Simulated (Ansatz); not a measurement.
What strain does to MgS (wurtzite)

MgS (wurtzite), relaxed with r2SCAN in Ansatz. The symmetry is P6_3mc (No. 186, hexagonal); a = 4.029 Å, c = 6.454 Å in the conventional setting, 22.68 Å³ an atom. Mg has 4 S at 2.45–2.46 Å; S has 4 Mg at 2.45–2.46 Å.

The axes x, y and z are those of this cell:
```yaml
crystal:
  lattice:
    - [4.02863, 0.00000, 0.00000]
    - [-2.01431, 3.48889, 0.00000]
    - [0.00000, 0.00000, 6.45439]
  atoms:
    - { symbol: Mg, position: [0.33333, 0.66667, 0.99713] }
    - { symbol: Mg, position: [0.66667, 0.33333, 0.49713] }
    - { symbol: S, position: [0.33333, 0.66667, 0.37787] }
    - { symbol: S, position: [0.66667, 0.33333, 0.87787] }
```

Unstrained: PBE gives a direct gap of 3.473 eV at Γ. r2SCAN gives a direct gap of 4.148 eV at Γ. With HSE06 the gap is 4.533 eV and direct, at Γ. Meshes: PBE 12×12×4, r2SCAN 12×12×4, HSE06 6×6×4. Strains are changes of length per length. After each strain the atoms were relaxed again with r2SCAN within the symmetry that the strain leaves, so tilts or polar shifts that break it weren't tested; points keep the names that they have in the unstrained zone. All values are calculated for a non-magnetic cell, which may be hypothetical.

Changes of the least gap in eV (an overlap counts as a negative gap):
```json
{"strain": "uniaxial +2.06 % along z", "volume change (%)": "+2.1", "space group": "P6_3mc", "PBE": "-0.038", "r2SCAN": "-0.043", "HSE06": "-0.041", "energy rise, r2SCAN (meV/atom)": "2.6"}
{"strain": "isotropic -3.97 % on every length", "volume change (%)": "-11.4", "space group": "P6_3mc", "PBE": "+0.626", "r2SCAN": "+0.668", "HSE06": "+0.666", "energy rise, r2SCAN (meV/atom)": "68.0"}
```

Uniaxial +2.06 % along z, other directions held. HSE06: the gap goes from 4.533 to 4.492 eV (-0.041 eV). Stress change with r2SCAN, compression positive: xx -0.82, yy -0.82, zz -1.80 GPa.

Isotropic -3.97 % on every length. HSE06: the gap goes from 4.533 to 5.199 eV (+0.666 eV). Stress change with r2SCAN, compression positive: xx +9.47, yy +9.47, zz +8.89 GPa. For HSE06, dE_g/d ln V = -5.5 eV over this step.

The meshes of the hybrids are coarse, so their gaps aren't converged to the digits shown.
